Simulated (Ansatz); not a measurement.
# Mg: other elements on the same sites

What happens to the structure of Mg under Mg → Ba? Each swap replaces an element on all its sites; cell and atoms are relaxed again.

Computed with Ansatz 0.2.0 (DFT r2SCAN, scalar-relativistic, plane waves, PAW, unless a step's input says otherwise).

1 further run of the same task is left out (set aside as unsound or not needed).

## Step 1: Starting point

It takes space group I4/mmm (No. 139, tetragonal). The conventional cell has a = 3.641 Å, b = 3.641 Å, c = 3.406 Å, α = 90.00°, β = 90.00°, γ = 90.00°. Mg (site symmetry 4/mmm) has 10 Mg at 3.09 to 3.41 Å as nearest neighbours.

Coordinates:

```cif
data_structure
_symmetry_space_group_name_H-M 'P 1'
_symmetry_Int_Tables_number 1
_cell_length_a 3.0867
_cell_length_b 3.0867
_cell_length_c 3.0867
_cell_angle_alpha 107.717
_cell_angle_beta 107.717
_cell_angle_gamma 113.039
_cell_volume 22.57
loop_
_atom_site_label
_atom_site_type_symbol
_atom_site_fract_x
_atom_site_fract_y
_atom_site_fract_z
_atom_site_occupancy
Mg1 Mg 0.00000 0.00000 0.00000 1
```

It goes back to an entry of the Materials Project, which need not be the stable form.

It is the result of an earlier relaxation at this level (volume 22.57 Å³/atom; gap on the mesh: none (metal)).

## Step 2: Mg → Ba: the starting cell

The start of Ba: fractional positions of relaxed Mg, cell scaled by 1.343, a guess from tabulated radii.

## Step 3: Quick check of gap, pressure and forces (Ba)

input.yaml reads:

```yaml
crystal:
  lattice:
    - [-2.4449561435, 2.4449561435, 2.2869093234]
    - [2.4449561435, -2.4449561435, 2.2869093234]
    - [2.4449561435, 2.4449561435, -2.2869093234]
  atoms:
    - { symbol: Ba, position: [0.0, 0.0, 0.0] }
basis:
  ecutwfc: 500
kpoints:
  mp_grid: { grid: [6, 6, 6] }
hamiltonian:
  xc: r2scan
scf:
  occupations: { method: gaussian, width: 0.1 }
output:
  forces: true
  stress: true
  eigenvalues: true
```

On the command line:

```sh
$ ansatz run input.yaml --threads 1 --pin off --max-ram 1331MiB --backend cpu --events-out ev --progress --plain --runs-dir out
```

Further runs follow: full relaxation (Ba); relaxation repeated from the new cell (Ba).

Q: Predict the outcome of this session. Wanted: Mg → Ba.

As calculated:

| quantity | value |
| --- | --- |
| Mg → Ba (Ba) | 65.30 Å³/atom, gap none (metal) |

Mg → Ba changes the volume per atom by +189.3 %. Both are metals at this level.
